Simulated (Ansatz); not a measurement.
The cell was built from the rocksalt type and relaxed in the same program, and has space group Fm-3m; it needn't be a known or the stable phase.

TaC: DFT, PBE, PAW with Ansatz's default frozen-core files, scalar-relativistic (Ansatz 0.2.0).

```yaml
crystal:
  lattice:
    - [0.0, 2.2378527392, 2.2378527392]
    - [2.2378527392, 0.0, 2.2378527392]
    - [2.2378527392, 2.2378527392, 0.0]
  atoms:
    - { symbol: Ta, position: [0.0, 0.0, 0.0] }
    - { symbol: C, position: [0.5, 0.5, 0.5] }
kpoints:
  mp_grid: { grid: [14, 14, 14] }
  band_path:
    path:
      - [0.0, 0.0, 0.0]
      - [0.5, 0.0, 0.5]
      - [0.625, 0.25, 0.625]
      - [0.375, 0.375, 0.75]
      - [0.0, 0.0, 0.0]
      - [0.5, 0.5, 0.5]
      - [0.5, 0.25, 0.75]
      - [0.5, 0.0, 0.5]
    npoints: 8
scf:
  occupations: { method: fermi_dirac, width: 0.03 }
hamiltonian:
  xc: pbe
  pseudopotentials: { kind: paw }
output:
  forces: true
  stress: true
  eigenvalues: true
  efg: { contact_densities: true }
  populations: true
  bader: true
  dos: { projected: true, de: 0.2, e_range: [-14, 8] }
```

Output:

```
Ta: output.efg is read without spin–orbit coupling, which moves field gradients at and beside such atoms by some per cent and up to a factor of two; PAW files take it under magnetization.noncollinear and magnetization.spin_orbit
Engine: ansatz 0.2.0
Pseudopotentials: kind: paw
Pseudopotential: Ta, paw, valence charge 13, recommended cutoff 420 eV (normal)
Pseudopotential: C, paw, valence charge 4, recommended cutoff 420 eV (normal)
Functional definition: PBE
  parameter kappa = 0.804
  parameter beta = 0.06672455060314922
  exchange = pbe_x(kappa = kappa, mu = beta*pi^2/3)
  correlation = pbe_c(beta = beta)
Crystal: 2 atoms, lattice volume = 22.414 Å³
Basis set: ecut = 420 eV, 411 PW (Γ), exchange–correlation on 48×48×48 points (8 copies of the dense FFT grid, shifted against one another)
Bands: 13, of which v1, the nominal top of the filled ones, is band 9 counted from 1 (8 counted from 0)
Symmetry: 48 space group operations
Space group: Fm-3m (ITA 225), of the structure as read, at distance tolerance 2.8e-5 Å
k-points: 104 of 2744
Non-local potential: Ta, projectors of the file, l = 0: 3, l = 1: 2, l = 2: 2, l = 3: 1
Non-local potential: C, projectors of the file, l = 0: 2, l = 1: 2, l = 2: 1
PAW form: soft (Blöchl's): semilocal exchange-correlation on the pseudo side does not see the compensation charge
PAW one-centre angular grid: Ta, 590 points (default); XC on 64 Gauss nodes
PAW one-centre angular grid: C, 110 points (default); XC on 64 Gauss nodes
Initial density: superposition of atomic densities (neutral atoms: chi_scale 0, normalization atom), corrected by the library's trained network
Initial wavefunctions: pseudopotential atomic-orbital guess
Functional: x = pbe(κ = 0.804, μ = 0.2195149727645171), c = pbe(β = 0.06672455060314922)
SCF iter   1: F=—  HF=-10184.381981 eV  |F-HF|=—  |Δ(HF+E_count)|=         —  Δρ=1.60e-3  dr2=2.79e-4  ethr=1.77e-3  ⟨swp⟩=6.1  Hψ=7243  notcnv=0
preconditioner: auto → none  [metal: Δε(μ)=0.041 eV  Ē_g=10.207 eV  σ=0.030 eV  W_gap=0.30  n_scr=8 (ndim 8)  ℏωp=23.5 eV  f_vac=0.000  D(μ)=1.06/eV (n_scr^D=14)  sad-step TF]
SCF iter   2: F=—  HF=-10184.381978 eV  |F-HF|=—  |Δ(HF+E_count)|=   2.51e-6  Δρ=1.07e-3  dr2=1.55e-4  ethr=1.64e-6  ⟨swp⟩=2.3  Hψ=2927  notcnv=0  defer=5
SCF iter   3: F=—  HF=-10184.382064 eV  |F-HF|=—  |Δ(HF+E_count)|=   8.55e-5  Δρ=3.73e-4  dr2=1.49e-5  ethr=9.10e-7  ⟨swp⟩=2.0  Hψ=1803  notcnv=0  defer=5
SCF iter   4: F=—  HF=-10184.382057 eV  |F-HF|=—  |Δ(HF+E_count)|=   6.06e-6  Δρ=1.25e-4  dr2=1.26e-6  ethr=8.77e-8  ⟨swp⟩=2.1  Hψ=2240  notcnv=0  defer=5
iter 5 did not close the SCF: its close was put off for the readings that it lacked (scf_convergence_deferred on its scf_iter line)
SCF iter   5: F=-10184.382057 eV  HF=-10184.382057 eV  |F-HF|=2.73e-9  |Δ(HF+E_count)|=   1.74e-7  Δρ=1.40e-5  dr2=1.92e-8  ethr=7.41e-9  ⟨swp⟩=2.3  Hψ=2264  notcnv=0  defer=5
SCF iter   6: F=-10184.382057 eV  HF=-10184.382057 eV  |F-HF|=1.44e-10  |Δ(HF+E_count)|=   2.59e-9  Δρ=1.19e-6  dr2=2.27e-10  ethr=1.13e-10  ⟨swp⟩=2.6  Hψ=4783  notcnv=0
SCF 1 converged in 6 iterations: F = -10184.382057 eV  dr2 = 2.27e-10
  greatest PAW one-centre occupation: 0.999 electrons in one spin orbital (limit 2), on the Ta atom at site 0 (counted from 0), in its partial waves of l = 0
NSCF: frozen V_eff on 57 k-points
SCF converged after 6 iterations
Free energy (F): -10184.382057 eV
Harris-Foulkes:  -10184.382057 eV  (|F-HF|=1.44e-10)
Internal energy: -10184.378992 eV  (E = F + TS)
E sigma→0 (E₀):  -10184.380524 eV
Entropy (-TS):   -0.003066 eV (-1.533 meV/atom)
Fermi energy:    19.814597 eV
--- Per-component energies (eV) ---
  E_band       = -69.000696
  E_kinetic    = 456.179013
  E_local      = -561.114639  (includes V_loc(G=0)·N_el)
  E_nonlocal   = 40.819906
  E_hartree    = 190.209975
  E_xc         = -267.886456
  E_vxc        = -265.461999  (∫ρ·V_xc dr)
  E_paw        = -8495.823465  (= ΣΔE_a)
  E_vpaw       = -119.843071  (= ΣTr[D̂ρ^β])
  E_aug_tail   = 0.000165  (compensation charges beyond the density's cutoff)
  E_ewald      = -1546.763490
  E_smearing   = -0.003066  (= −TS)
  E_closure    = 0.000000  (closes the sum)
  Σ components = -10184.382057   (vs F -10184.382057, Δ=0.00e0)
--- Forces (eV/Å), atoms counted from 1 ---
  atom   1  Ta    -0.00000000     0.00000000     0.00000000
  atom   2  C      0.00000000    -0.00000000     0.00000000
  max |Σ_I F_I| component: 8.74e-30 eV/Å
--- Stress (GPa, compression-positive) ---
        0.001108       0.000000       0.000000
       -0.000000       0.001108       0.000000
        0.000000      -0.000000       0.001108
  P = ⅓ Tr σ = 0.0011 GPa (0.011 kbar)
--- PAW observables at the nuclei: V_zz in 10²¹ V/m², potentials from the cell's mean, atoms counted from 1 ---
  atom   1  Ta V_zz =    -0.000000   η = 0.0000   by run symmetry: forbidden
            electrostatic potential = -14499.958861 V   contact ρ = 8154442.875620 e/Å³
  atom   2  C  V_zz =    -0.000000   η = 0.0000   by run symmetry: forbidden
            electrostatic potential = -430.428703 V   contact ρ = 868.460802 e/Å³
--- Band table (eV; the first three rows and the last of 104) ---
  k-point 0: bands = ["-49.0494", "-15.3221", "-15.3221", "-15.3221", "5.0183", "18.4256", "18.4256", "18.4256", "19.2348", "19.2348", "19.2348", "20.3802", "20.3802"]
  k-point 1: bands = ["-49.0473", "-15.3578", "-15.3257", "-15.3257", "5.1584", "17.6850", "18.0541", "18.0541", "18.8934", "18.8934", "19.6682", "21.3723", "21.3723"]
  k-point 2: bands = ["-49.0413", "-15.4565", "-15.3358", "-15.3358", "5.5651", "16.4751", "17.0360", "17.0360", "19.1884", "19.1884", "20.1150", "22.9173", "22.9173"]
  k-point 103: bands = ["-48.9915", "-15.7865", "-15.7047", "-15.5691", "7.9107", "14.6280", "14.7685", "14.7926", "20.6488", "21.9488", "23.7661", "24.5260", "26.0175"]
--- Löwdin populations: 2 sites ---
  site symbol       q [e]
     0     Ta     12.1382
     1      C      4.8054
  spilling = 0.003318 (of n_electrons = 17.000000)
--- Bader charges: 2 sites ---
  site symbol  charge [e]  shift [e]
     0     Ta      1.9068     0.0037
     1      C     -1.9068     0.0037
  estimated error of the sums over rays = 6.6e-4 e
```

populations.tsv:

```
# site	symbol	l	j	q
# orbitals = lowdin
# n_electrons = 17.000000
# spilling = 0.003318
0	Ta	0_5S	-	1.944495
0	Ta	0_6S	-	0.488306
0	Ta	1_5P	-	5.985734
0	Ta	2_5D	-	3.719629
1	C	0_2S	-	1.281464
1	C	1_2P	-	3.523966
```

bader_charges.tsv:

```
# site	symbol	x_ang	y_ang	z_ang	partial_charge_e	electrons	volume_ang3	relative_density_drop	shared_charge_e	partial_wave_shift_e
# quadrature_error_electrons = 6.6e-4
0	Ta	0.0000	0.0000	0.0000	1.90677	71.09323	11.05	-	1.90677	0.00373
1	C	2.2379	2.2379	2.2379	-1.90678	7.90678	11.37	-	-1.90678	0.00373
```

Spin polarisation is left out, and whether a magnetic state lies lower isn't shown here.
